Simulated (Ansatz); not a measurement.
**SiO2: strain energy, fitted**

SiO2, P6_422, a = 5.060 Å, c = 5.541 Å. This isn't the usual stable structure of the compound. Ansatz: r2SCAN, PAW, 500 eV, Γ-centred 6×6×4 mesh on 9 atoms, Gaussian smearing 0.02 eV; no spin polarisation. Series: strain along c alone, the other axes held, atoms relaxed; x is the strain in per cent. y is the free energy over the unstrained cell, V0 = 13.650 Å³/atom.

| x (%) | y (meV/atom) |
| --- | --- |
| -2.0 | ? |
| -1.0 | 0.88 |
| 0.0 | 0.00 |
| 1.0 | 0.91 |
| 2.0 | 3.59 |

Problem. Fit y = c2 x² + c3 x³ to the other rows, turn c2 into a modulus, and predict the missing energy.

Solution. Least squares on the rows shown. y = 0.8896 x² + 0.004268 x³. In eV per unit strain² c2 is 8.896; this is C33 with relaxed ions (E = ½ C33 V0 ε²): 2 × 8.896 × 160.2 / (13.650) = 209 GPa. At x = -2.0 the fit asked for gives 3.52 meV/atom. The run gave 3.55 meV/atom, so the fit is 0.03 meV/atom too low, a small miss on the scale of the series. The form still works here, 33 % of the fitted range beyond its end.